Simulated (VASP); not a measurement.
Level of theory: PBE GGA, VASP's PBE PAW potentials (set 64) (plane waves; VASP).

VASP ran on this input.

### POSCAR
```
BaF2
4.4465960
  0.0000000000   0.7071068255   0.7071068255
  0.7071068255   0.0000000000   0.7071068255
  0.7071068255   0.7071068255   0.0000000000
Ba F
1 2
Cartesian
  0.0000000000   0.0000000000   0.0000000000
  0.3535534128   0.3535534128   0.3535534128
  1.0606602383   1.0606602383   1.0606602383
```

### KPOINTS
```
Automatic mesh
0
gamma
  6 6 6
```

**INCAR**
```
SYSTEM = BaF2
PREC = Accurate; ENCUT = 520; LREAL = .FALSE.
LASPH = .TRUE.
EDIFF = 1E-6; NELM = 100; ALGO = Normal
LMAXMIX = 4
ISMEAR = 0; SIGMA = 0.05
GGA = PE
LWAVE = .FALSE.; LCHARG = .TRUE.
```

POTCAR, in this order: Ba_sv F (PBE.64 set). Program: vasp_std.

Output of the run:

**OSZICAR**
```
       N       E                     dE             d eps       ncg     rms          rms(c)
DAV:   1     0.154435494420E+03    0.15444E+03   -0.13166E+04   520   0.138E+03
DAV:   2    -0.124965988311E+02   -0.16693E+03   -0.16543E+03   648   0.289E+02
DAV:   3    -0.188152423119E+02   -0.63186E+01   -0.63118E+01   680   0.653E+01
DAV:   4    -0.189179058440E+02   -0.10266E+00   -0.10264E+00   648   0.718E+00
DAV:   5    -0.189214069674E+02   -0.35011E-02   -0.35011E-02   680   0.970E-01    0.845E+00
DAV:   6    -0.171055225488E+02    0.18159E+01   -0.10155E+01   512   0.246E+01    0.417E+00
DAV:   7    -0.171000023735E+02    0.55202E-02   -0.36175E-01   640   0.550E+00    0.209E+00
DAV:   8    -0.171175999330E+02   -0.17598E-01   -0.57955E-02   584   0.292E+00    0.272E-01
DAV:   9    -0.171266004721E+02   -0.90005E-02   -0.14039E-02   624   0.856E-01    0.149E-01
DAV:  10    -0.171292535111E+02   -0.26530E-02   -0.39132E-03   536   0.451E-01    0.432E-02
DAV:  11    -0.171292416687E+02    0.11842E-04   -0.40272E-04   704   0.157E-01    0.200E-02
DAV:  12    -0.171292609971E+02   -0.19328E-04   -0.72449E-05   512   0.636E-02    0.268E-03
DAV:  13    -0.171292614108E+02   -0.41367E-06   -0.13568E-06   576   0.916E-03
   1 F= -.17129261E+02 E0= -.17129261E+02  d E =-.130238E-10
```

OUTCAR:
```
------------------------ aborting loop because EDIFF is reached ----------------------------------------
  FORCE on cell =-STRESS in cart. coord.  units (eV):
  Direction    XX          YY          ZZ          XY          YZ          ZX
  --------------------------------------------------------------------------------------
  Total       -0.0552499     -0.0552499     -0.0552499      0.0000000     -0.0000000     -0.0000000
  in kB       -1.4238810     -1.4238810     -1.4238810      0.0000000     -0.0000000     -0.0000000
  external PRESSURE =      -1.4238810 kB  Pullay stress =       0.0000000 kB
  volume of cell :       62.17
      direct lattice vectors                 reciprocal lattice vectors
     0.000000000  3.144218382  3.144218382    -0.159022033  0.159022033  0.159022033
     3.144218382  0.000000000  3.144218382     0.159022033 -0.159022033  0.159022033
     3.144218382  3.144218382  0.000000000     0.159022033  0.159022033 -0.159022033
 POSITION                                       TOTAL-FORCE (eV/Angst)
 -----------------------------------------------------------------------------------
      0.00000      0.00000      0.00000         0.000000      0.000000      0.000000
      1.57211      1.57211      1.57211         0.000000      0.000000      0.000000
      4.71633      4.71633      4.71633        -0.000000     -0.000000     -0.000000
 -----------------------------------------------------------------------------------
    total drift:                                0.000000      0.000000      0.000000
  FREE ENERGIE OF THE ION-ELECTRON SYSTEM (eV)
  ---------------------------------------------------
  free  energy   TOTEN  =       -17.1292614108 eV

  energy  without entropy=      -17.1292614108  energy(sigma->0) =      -17.12926141
```
(Selected blocks of OUTCAR.)

The compound is BaF2 in the fluorite structure. It was relaxed first.
